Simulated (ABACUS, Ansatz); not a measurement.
Given: the input of a run of Ansatz 0.2.0 on PtSe. The cell comes from a database or a generator and needn't be the stable form of this composition.

File input.yaml:

```yaml
crystal:
  lattice:
    - [0.0, 3.03744723, 3.03744723]
    - [3.03744723, 0.0, 3.03744723]
    - [3.03744723, 3.03744723, 0.0]
  atoms:
    - { symbol: Pt, position: [0.0, 0.0, 0.0] }
    - { symbol: Se, position: [0.25, 0.25, 0.25] }
hamiltonian:
  xc: pbe
  pseudopotentials: { kind: paw, azcp: { folder: soft_1 } }
kpoints:
  mp_grid: { grid: [8, 8, 8] }
scf:
  occupations: { method: fermi_dirac, width: 0.05 }
output:
  forces: true
  stress: true
  eigenvalues: true
  write_density: true
  write_potential: true
  elf: true
  volumetric_format: npy
```

Potentials or basis: Ansatz PAW soft_1.

Launch:

```bash
$ ansatz run input.yaml --threads 1 --pin off --max-ram 3584MiB --backend cpu --events-out ev --progress --plain --runs-dir out
```

Q: Translate it to ABACUS 3.10.1. Potentials or basis there: PseudoDojo NC SR 0.4.1 PBE standard, plane waves, cutoff 1184 eV.

A: As run (cutoffs and basis follow the program's own potentials, and thresholds, step limits or extra output files can differ):

The input INPUT:

```
INPUT_PARAMETERS
suffix              PtSe
calculation         scf
basis_type          pw
pseudo_dir          ./
symmetry            1
dft_functional      pbe
ecutwfc             87
pseudo_rcut         7
nspin               1
nbands              21
ks_solver           dav
smearing_method     fd
smearing_sigma      0.00367493
scf_thr             1e-08
scf_nmax            100
mixing_type         broyden
mixing_beta         0.7
cal_force           1
cal_stress          1
kpar                4
```

The input STRU:

```
ATOMIC_SPECIES
Pt 195.0840 Pt.upf
Se 78.9710 Se.upf

LATTICE_CONSTANT
1.8897261246

LATTICE_VECTORS
0.0000000000 3.0374472300 3.0374472300
3.0374472300 0.0000000000 3.0374472300
3.0374472300 3.0374472300 0.0000000000

ATOMIC_POSITIONS
Direct

Pt
0.0
1
0.0000000000 0.0000000000 0.0000000000 1 1 1

Se
0.0
1
0.2500000000 0.2500000000 0.2500000000 1 1 1
```

Contents of KPT:

```
K_POINTS
0
Gamma
8 8 8 0 0 0
```

Potentials or basis: PseudoDojo NC SR 0.4.1 PBE standard, plane waves.

Run with:

```console
$ OMP_NUM_THREADS=1 mpirun -np 4 abacus > log
```

Both were run:

|  | Ansatz | ABACUS |
| --- | --- | --- |
| Pressure | -11.1 GPa | -11.2 GPa |

Ansatz's pressure holds a Pulay term of +0.03 GPa for its cutoff of 420 eV, which the other run lacks.

Where Ansatz's input types no cutoff or centring, it takes its own default and a Γ-centred mesh.

The cell lies far from this level's equilibrium.

Pressure is positive in compression.
